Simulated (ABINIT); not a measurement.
# Au (Fm-3m) in ABINIT: further runs

One crystal, Au, is run at these levels: PBEsol, PBE, LDA; tasks: single point.

All numbers are computed with ABINIT 10.8.3 (patched build); they aren't measurements. Logs are shortened: lines on timing, memory, paths and dates and some standing lists are left out, and cuts for length are marked. The log counts tension as positive stress, the text compression.

### Step 1. The crystal as given

It takes space group Fm-3m (No. 225, cubic). The conventional cell has a = 4.070 Å, b = 4.070 Å, c = 4.070 Å, α = 90.00°, β = 90.00°, γ = 90.00°. Au (site symmetry m-3m) is surrounded by 12 Au at 2.88 Å.

### Step 2. Single point, PBEsol (cell relaxed)

Input file run.abi:

```
# Pseudopotentials
pp_dirpath "./"
pseudos "Au.upf"

# Structure
acell 3*1.0 Angstrom
rprim
     0.0000000000     2.0437700800     2.0437700800
     2.0437700800     0.0000000000     2.0437700800
     2.0437700800     2.0437700800     0.0000000000
ntypat 1
znucl 79
natom 1
typat 1
xcart
     0.0000000000     0.0000000000     0.0000000000
chkprim 0
chksymtnons 0
tolsym 1.0e-6

# Plane-wave basis
ecut 32.0

# k points
kptopt 1
ngkpt 8 8 8
nshiftk 1
shiftk 0.0 0.0 0.0

# Exchange and correlation
ixc -116133

# Bands and occupations
nband 14
occopt 3
tsmear 0.00183747

# SCF cycle
nstep 100
tolvrs 1.0e-10

# Output
iomode 3
prtwf 0
prtden 0
prteig 0
prtebands 0
```

Potentials or basis: PseudoDojo NC SR PBEsol v0.4.1 standard.

Run with:

```sh
abinit run.abi > log 2>&1
```

run.abo:

```text
.Version 10.8.3 of ABINIT
 Symmetries : space group Fm -3 m (#225); Bravais cF (face-center cubic)
================================================================================
 Values of the parameters that define the memory need of the present run
     intxc =       0    ionmov =       0      iscf =       7    lmnmax =       7
     lnmax =       7     mgfft =      30  mpssoang =       4    mqgrid =    3001
     natom =       1  nloc_mem =       1    nspden =       1   nspinor =       1
    nsppol =       1      nsym =      48    n1xccc =    2501    ntypat =       1
    occopt =       3   xclevel =       2
       mpw =        1012          nfft =       27000          nkpt =          29
================================================================================
================================================================================

--------------------------------------------------------------------------------
------------- Echo of variables that govern the present computation ------------
--------------------------------------------------------------------------------
 -outvars: echo values of preprocessed input variables --------
            acell      1.8897261259E+00  1.8897261259E+00  1.8897261259E+00 Bohr
              amu      1.96966540E+02
          chkprim           0
      chksymtnons           0
             ecut      3.20000000E+01 Hartree
              ixc     -116133
         kptrlatt        8    0    0      0    8    0      0    0    8
          kptrlen      4.36954171E+01
            natom           1
            nband          14
            ngfft          30      30      30
             nkpt          29
            nstep         100
             nsym          48
           ntypat           1
           occopt           3
           prtden           0
        prtebands           0
           prteig           0
            prtwf           0
            rprim      0.0000000000E+00  2.0437700800E+00  2.0437700800E+00
                       2.0437700800E+00  0.0000000000E+00  2.0437700800E+00
                       2.0437700800E+00  2.0437700800E+00  0.0000000000E+00
          spgroup         225
           tolsym      1.00000000E-06
           tolvrs      1.00000000E-10
           tsmear      1.83747000E-03 Hartree
            typat      1
            znucl       79.00000

================================================================================

 chkinp: Checking input parameters for consistency.

================================================================================
== DATASET  1 ==================================================================

--- !DatasetInfo
iteration_state: {dtset: 1, }
dimensions: {natom: 1, nkpt: 29, mband: 14, nsppol: 1, nspinor: 1, nspden: 1, mpw: 1012, }
cutoff_energies: {ecut:  32.0, pawecutdg:  -1.0, }
electrons: {nelect:   1.90000000E+01, charge:   0.00000000E+00, occopt:   3.00000000E+00, tsmear:   1.83747000E-03, }
meta: {optdriver: 0, ionmov: 0, optcell: 0, iscf: 7, paral_kgb: 0, }
...
[... 59 lines left out ...]
- [  0.00000000E+00,   5.58843895E-05,   0.00000000E+00, ]
- [  0.00000000E+00,   0.00000000E+00,   5.58843895E-05, ]
pressure_GPa:  -1.6442E+00
xred      :
- [  0.0000E+00,   0.0000E+00,   0.0000E+00, Au]
cartesian_forces: # hartree/bohr
- [ -0.00000000E+00,  -0.00000000E+00,  -0.00000000E+00, ]
force_length_stats: {min:   0.00000000E+00, max:   0.00000000E+00, mean:   0.00000000E+00, }
...

 Integrated electronic density in atomic spheres:
 ------------------------------------------------
 Atom  Sphere_radius  Integrated_density
    1        2.00000         15.55298922
================================================================================

 ----iterations are completed or convergence reached----

 Mean square residual over all n,k,spin=   27.439E-08; max=  74.509E-06
 reduced coordinates (array xred) for    1 atoms
       0.000000000000      0.000000000000      0.000000000000
 rms dE/dt=  0.0000E+00; max dE/dt=  0.0000E+00; dE/dt below (all hartree)
    1       0.000000000000      0.000000000000      0.000000000000

 cartesian coordinates (angstrom) at end:
    1      0.00000000000000     0.00000000000000     0.00000000000000

 cartesian forces (hartree/bohr) at end:
    1     -0.00000000000000    -0.00000000000000    -0.00000000000000
 frms,max,avg= 0.0000000E+00 0.0000000E+00   0.000E+00  0.000E+00  0.000E+00 h/b

 cartesian forces (eV/Angstrom) at end:
    1     -0.00000000000000    -0.00000000000000    -0.00000000000000
 frms,max,avg= 0.0000000E+00 0.0000000E+00   0.000E+00  0.000E+00  0.000E+00 e/A
 length scales=  1.889726125908  1.889726125908  1.889726125908 bohr
              =  1.000000000000  1.000000000000  1.000000000000 angstroms
 Fermi (or HOMO) energy (hartree) =   0.47001   Average Vxc (hartree)=  -0.50837
 Eigenvalues (hartree) for nkpt=  29  k points:
 kpt#   1, nband= 14, wtk=  0.00195, kpt=  0.0000  0.0000  0.0000 (reduced coord)
  -3.40996   -1.61682   -1.61682   -1.61682    0.10749    0.30055    0.30055    0.30055
   0.35680    0.35680    1.00207    1.14841    1.14841    1.14841
      occupation numbers for kpt#   1
   2.00000    2.00000    2.00000    2.00000    2.00000    2.00000    2.00000    2.00000
   2.00000    2.00000    0.00000    0.00000    0.00000    0.00000
 prteigrs : prtvol=0 or 1, do not print more k-points.

--- !EnergyTerms
iteration_state     : {dtset: 1, }
comment             : Components of total free energy in Hartree
kinetic             :  4.25212247942702E+01
hartree             :  2.60423476907110E+01
xc                  : -2.51309968767131E+01
Ewald energy        : -1.07137764836319E+02
psp_core            :  5.31308569199952E+00
local_psp           : -9.14242532347464E+01
non_local_psp       :  2.39613374095097E+00
internal            : -1.47420223029847E+02
'-kT*entropy'       : -1.81721076727186E-04
total_energy        : -1.47420404750923E+02
total_energy_eV     : -4.01151357421623E+03
band_energy         : -1.30558434187373E+01
...

 Cartesian components of stress tensor (hartree/bohr^3)
  sigma(1 1)=  5.58843895E-05  sigma(3 2)=  0.00000000E+00
  sigma(2 2)=  5.58843895E-05  sigma(3 1)=  0.00000000E+00
  sigma(3 3)=  5.58843895E-05  sigma(2 1)=  0.00000000E+00

-Cartesian components of stress tensor (GPa)         [Pressure= -1.6442E+00 GPa]
- sigma(1 1)=  1.64417550E+00  sigma(3 2)=  0.00000000E+00
- sigma(2 2)=  1.64417550E+00  sigma(3 1)=  0.00000000E+00
- sigma(3 3)=  1.64417550E+00  sigma(2 1)=  0.00000000E+00

== END DATASET(S) ==============================================================
================================================================================

 -outvars: echo values of variables after computation  --------
            acell      1.8897261259E+00  1.8897261259E+00  1.8897261259E+00 Bohr
           etotal     -1.4742040475E+02
            fcart     -0.0000000000E+00 -0.0000000000E+00 -0.0000000000E+00
            rprim      0.0000000000E+00  2.0437700800E+00  2.0437700800E+00
                       2.0437700800E+00  0.0000000000E+00  2.0437700800E+00
                       2.0437700800E+00  2.0437700800E+00  0.0000000000E+00
           strten      5.5884389486E-05  5.5884389486E-05  5.5884389486E-05
                       0.0000000000E+00  0.0000000000E+00  0.0000000000E+00
 Calculation completed.
```

Wall time 10 s (1 thread of Arm Neoverse V1, shared host); peak memory 0.07 GiB.

Results:

| Quantity | Value |
| --- | --- |
| Free energy | -4011.5136 eV |
| Pressure | -1.6 GPa |
| Band gap on the k mesh | none (metal or under the smearing width) |
| Valence electrons inside the program's atomic spheres | Au 15.55 (radii [1.0584] Å) |

### Step 3. Single point, PBE

Input file run.abi:

```
# Pseudopotentials
pp_dirpath "./"
pseudos "Au.GGA_PBE-JTH.xml"

# Structure
acell 3*1.0
rprim
     0.0000000000     3.8455926636     3.8455926636
     3.8455926636     0.0000000000     3.8455926636
     3.8455926636     3.8455926636     0.0000000000
ntypat 1
znucl 79
natom 1
typat 1
xcart
     0.0000000000     0.0000000000     0.0000000000

# Plane-wave basis
ecut 25.0
pawecutdg 47.0

# k points
kptopt 1
ngkpt 9 9 9
nshiftk 1
shiftk 0.0 0.0 0.0

# Exchange and correlation
ixc 11

# Bands and occupations
nband 10
occopt 3
tsmear 0.05 eV

# SCF cycle
nstep 100
tolvrs 1.0e-9

# Output
iomode 3
prtwf 0
prteig 0
prtebands 0
enunit 2
prtden 1
prtvha 1
prtvclmb 1
prtpot 1
```

Potentials or basis: JTH PAW PBE v2.0.

Run with:

```sh
abinit run.abi > log 2>&1
```

run.abo:

```text
.Version 10.8.3 of ABINIT
 Symmetries : space group Fm -3 m (#225); Bravais cF (face-center cubic)
================================================================================
 Values of the parameters that define the memory need of the present run
     intxc =       0    ionmov =       0      iscf =      17    lmnmax =      18
     lnmax =       6     mgfft =      27  mpssoang =       3    mqgrid =    3001
     natom =       1  nloc_mem =       2    nspden =       1   nspinor =       1
    nsppol =       1      nsym =      48    n1xccc =       1    ntypat =       1
    occopt =       3   xclevel =       2
       mpw =         692          nfft =       19683          nkpt =          35
 PAW method is used; the additional fine FFT grid is defined by:
   mgfftf=        36    nfftf =     46656
================================================================================
================================================================================

--------------------------------------------------------------------------------
------------- Echo of variables that govern the present computation ------------
--------------------------------------------------------------------------------
 -outvars: echo values of preprocessed input variables --------
            acell      1.0000000000E+00  1.0000000000E+00  1.0000000000E+00 Bohr
              amu      1.96966540E+02
             ecut      2.50000000E+01 Hartree
           enunit           2
              ixc          11
         kptrlatt        9    0    0      0    9    0      0    0    9
          kptrlen      4.89464037E+01
            natom           1
            nband          10
            ngfft          27      27      27
          ngfftdg          36      36      36
             nkpt          35
            nstep         100
             nsym          48
           ntypat           1
           occopt           3
        pawecutdg      4.70000000E+01 Hartree
         pawxcdev           0
        prtebands           0
           prteig           0
           prtpot           1
         prtvclmb           1
           prtvha           1
            prtwf           0
            rprim      0.0000000000E+00  3.8455926636E+00  3.8455926636E+00
                       3.8455926636E+00  0.0000000000E+00  3.8455926636E+00
                       3.8455926636E+00  3.8455926636E+00  0.0000000000E+00
          spgroup         225
           tolvrs      1.00000000E-09
           tsmear      1.83746611E-03 Hartree
            typat      1
           useylm           1
            znucl       79.00000

================================================================================

 chkinp: Checking input parameters for consistency.

================================================================================
== DATASET  1 ==================================================================

--- !DatasetInfo
iteration_state: {dtset: 1, }
dimensions: {natom: 1, nkpt: 35, mband: 10, nsppol: 1, nspinor: 1, nspden: 1, mpw: 692, }
cutoff_energies: {ecut:  25.0, pawecutdg:  47.0, }
electrons: {nelect:   1.10000000E+01, charge:   0.00000000E+00, occopt:   3.00000000E+00, tsmear:   1.83746611E-03, }
meta: {optdriver: 0, ionmov: 0, optcell: 0, iscf: 17, paral_kgb: 0, }
...

 Exchange-correlation functional for the present dataset will be:
  GGA: Perdew-Burke-Ernzerhof functional - ixc=11
  J.P.Perdew, K.Burke, M.Ernzerhof, PRL 77, 3865 (1996)

 Real(R)+Recip(G) space primitive vectors, cartesian coordinates (Bohr,Bohr^-1):
 R(1)=  0.0000000  3.8455927  3.8455927  G(1)= -0.1300190  0.1300190  0.1300190
 R(2)=  3.8455927  0.0000000  3.8455927  G(2)=  0.1300190 -0.1300190  0.1300190
 R(3)=  3.8455927  3.8455927  0.0000000  G(3)=  0.1300190  0.1300190 -0.1300190
 Unit cell volume ucvol=  1.1374173E+02 bohr^3
 Angles (23,13,12)=  6.00000000E+01  6.00000000E+01  6.00000000E+01 degrees

 Coarse grid specifications (used for wave-functions):

 getcut: wavevector=  0.0000  0.0000  0.0000  ngfft=  27  27  27
         ecut(hartree)=     25.000   => boxcut(ratio)=   2.12717

[... 84 lines left out ...]
entropy   :   0.00000000E+00
fermie    :   2.91611802E-01
cartesian_stress_tensor: # hartree/bohr^3
- [ -3.73945955E-04,   0.00000000E+00,   0.00000000E+00, ]
- [  0.00000000E+00,  -3.73945955E-04,   0.00000000E+00, ]
- [  0.00000000E+00,   0.00000000E+00,  -3.73945955E-04, ]
pressure_GPa:   1.1002E+01
xred      :
- [  0.0000E+00,   0.0000E+00,   0.0000E+00, Au]
cartesian_forces: # hartree/bohr
- [ -0.00000000E+00,  -0.00000000E+00,  -0.00000000E+00, ]
force_length_stats: {min:   0.00000000E+00, max:   0.00000000E+00, mean:   0.00000000E+00, }
...

 Integrated electronic density in atomic spheres:
 ------------------------------------------------
 Atom  Sphere_radius  Integrated_density
    1        2.50870          9.51212956

================================================================================

 ----iterations are completed or convergence reached----

 Mean square residual over all n,k,spin=   12.058E-09; max=  30.182E-07
 reduced coordinates (array xred) for    1 atoms
       0.000000000000      0.000000000000      0.000000000000
 rms dE/dt=  0.0000E+00; max dE/dt=  0.0000E+00; dE/dt below (all hartree)
    1       0.000000000000      0.000000000000      0.000000000000

 cartesian coordinates (angstrom) at end:
    1      0.00000000000000     0.00000000000000     0.00000000000000

 cartesian forces (hartree/bohr) at end:
    1     -0.00000000000000    -0.00000000000000    -0.00000000000000
 frms,max,avg= 0.0000000E+00 0.0000000E+00   0.000E+00  0.000E+00  0.000E+00 h/b

 cartesian forces (eV/Angstrom) at end:
    1     -0.00000000000000    -0.00000000000000    -0.00000000000000
 frms,max,avg= 0.0000000E+00 0.0000000E+00   0.000E+00  0.000E+00  0.000E+00 e/A
 length scales=  1.000000000000  1.000000000000  1.000000000000 bohr
              =  0.529177210544  0.529177210544  0.529177210544 angstroms
 Fermi (or HOMO) energy (hartree) =   0.29161   Average Vxc (hartree)=  -0.43557
 Eigenvalues (hartree) for nkpt=  35  k points:
 kpt#   1, nband= 10, wtk=  0.00137, kpt=  0.0000  0.0000  0.0000 (reduced coord)
  -0.07563    0.11663    0.11663    0.11663    0.17334    0.17334    0.84918    0.99469
   0.99469    0.99469
      occupation numbers for kpt#   1
   2.00000    2.00000    2.00000    2.00000    2.00000    2.00000    0.00000    0.00000
   0.00000    0.00000
 prteigrs : prtvol=0 or 1, do not print more k-points.

 Fermi (or HOMO) energy (eV) =   7.93516   Average Vxc (eV)= -11.85239
 Eigenvalues (   eV  ) for nkpt=  35  k points:
 kpt#   1, nband= 10, wtk=  0.00137, kpt=  0.0000  0.0000  0.0000 (reduced coord)
  -2.05798    3.17378    3.17378    3.17378    4.71685    4.71685   23.10746   27.06695
  27.06695   27.06695
 prteigrs : prtvol=0 or 1, do not print more k-points.

--- !EnergyTerms
iteration_state     : {dtset: 1, }
comment             : Components of total free energy in Hartree
kinetic             :  9.29372665355887E+00
hartree             :  3.59586858066212E+00
xc                  : -3.01107234662059E+00
Ewald energy        : -3.60652023951252E+01
psp_core            :  3.40431398648353E+00
local_psp           : -1.36706588278740E+01
PAW spherical_terms :  2.29739492124901E+00
internal            : -3.41556294276663E+01
'-kT*entropy'       : -1.77552330292072E-05
total_energy        : -3.41556471828993E+01
total_energy_eV     : -9.29422507975326E+02
...

--- !EnergyTermsDC
iteration_state     : {dtset: 1, }
comment             : '"Double-counting" decomposition of free energy'
band_energy         :  1.46594295800015E+00
Ewald energy        : -3.60652023951252E+01
psp_core            :  3.40431398648353E+00
xc_dc               : -3.02860897695216E+00
PAW spherical_terms :  6.79312702386592E-02
internal            : -3.41556231573550E+01
'-kT*entropy'       : -1.77552330292072E-05
total_energy_dc     : -3.41556409125881E+01
total_energy_dc_eV  : -9.29422337351465E+02
...

--- !EnergyTermsWithPAWCore
iteration_state     : {dtset: 1, }
comment             : 'Components of total free energy, including PAW core contributions'
Total energy        : -1.90119888536094E+04
Total energy DC     : -1.90119888473391E+04
Total energy (eV)   : -5.17342571999851E+05
Total energy DC (eV): -5.17342571829227E+05
...

 Cartesian components of stress tensor (hartree/bohr^3)
  sigma(1 1)= -3.73945955E-04  sigma(3 2)=  0.00000000E+00
  sigma(2 2)= -3.73945955E-04  sigma(3 1)=  0.00000000E+00
  sigma(3 3)= -3.73945955E-04  sigma(2 1)=  0.00000000E+00

-Cartesian components of stress tensor (GPa)         [Pressure=  1.1002E+01 GPa]
- sigma(1 1)= -1.10018698E+01  sigma(3 2)=  0.00000000E+00
- sigma(2 2)= -1.10018698E+01  sigma(3 1)=  0.00000000E+00
- sigma(3 3)= -1.10018698E+01  sigma(2 1)=  0.00000000E+00

== END DATASET(S) ==============================================================
================================================================================

 -outvars: echo values of variables after computation  --------
            acell      1.0000000000E+00  1.0000000000E+00  1.0000000000E+00 Bohr
           etotal     -3.4155640913E+01
            fcart     -0.0000000000E+00 -0.0000000000E+00 -0.0000000000E+00
            rprim      0.0000000000E+00  3.8455926636E+00  3.8455926636E+00
                       3.8455926636E+00  0.0000000000E+00  3.8455926636E+00
                       3.8455926636E+00  3.8455926636E+00  0.0000000000E+00
           strten     -3.7394595471E-04 -3.7394595471E-04 -3.7394595471E-04
                       0.0000000000E+00  0.0000000000E+00  0.0000000000E+00
 Calculation completed.
```

Wall time 28 s (1 thread of Arm Neoverse V1, shared host); peak memory 0.11 GiB.

What came out:

```
Free energy                                           : -929.4223 eV
Pressure                                              : 11.0 GPa
Band gap on the k mesh                                : none (metal or under the smearing width)
Valence electrons inside the program's atomic spheres : Au 9.51 (radii [1.3275] Å)
```

### Step 4. Single point, LDA

Changes to run.abi since step 3:

```diff
@@ -2,3 +2,3 @@
 pp_dirpath "./"
-pseudos "Au.GGA_PBE-JTH.xml"
+pseudos "Au.LDA_PW-JTH.xml"
 
@@ -14,3 +14,3 @@
 typat 1
-xcart
+xred
      0.0000000000     0.0000000000     0.0000000000
@@ -23,3 +23,3 @@
 kptopt 1
-ngkpt 9 9 9
+ngkpt 4 4 4
 nshiftk 1
@@ -28,3 +28,3 @@
 # Exchange and correlation
-ixc 11
+ixc 7
 
@@ -44,3 +44,3 @@
 prtebands 0
-enunit 2
+enunit 1
 prtden 1
```

Potentials or basis: JTH PAW LDA v2.0.

Run with:

```sh
abinit run.abi > log 2>&1
```

Run time: 3.6 s. Hardware: 1 thread of Arm Neoverse V1, shared host; peak memory 0.11 GiB.

It converged, with:

* Free energy: -933.8467 eV
* Pressure: -0.4 GPa
* Band gap on the k mesh: none (metal or under the smearing width)
* Valence electrons inside the program's atomic spheres: Au 9.50 (radii [1.3275] Å)

Levels at points of the mesh, in eV from the Fermi level:
```tsv
k point	band 4	band 5	band 6	band 7	band 8	band 9
(0.00, 0.00, 0.00)	-5.58	-4.01	-4.01	14.34	18.24	18.24
(0.50, 0.00, 0.00)	-2.78	-2.78	-1.89	2.22	13.68	16.62
(0.50, 0.50, 0.00)	-2.46	-2.46	0.10	4.92	9.27	9.27
```

Caveat: the k mesh is coarse (spacing up to 0.67 Å⁻¹), so the values aren't converged. The run has no spin-orbit coupling, so splittings on Au are missing.

### Step 5. The runs side by side

```tsv
level	potentials or basis	cell	k mesh	cutoff (eV)	fine-grid cutoff	mesh quality	gap on the mesh (eV)	pressure (GPa)
PBEsol	PseudoDojo NC SR PBEsol v0.4.1 standard	cell relaxed	8 × 8 × 8	871	-	not flagged	none	-1.6
PBE	JTH PAW PBE v2.0	as given	9 × 9 × 9	680	1278.94 eV	not flagged	none	11.0
LDA	JTH PAW LDA v2.0	as given	4 × 4 × 4	680	1278.94 eV	coarse	none	-0.4
```

Alike in all rows: task single point; no spin polarisation; smearing fermi-dirac 0.05 eV.

Caveats: some runs use coarse meshes.

Total energies depend on the potentials used, so only differences within one code and one set of settings carry meaning.
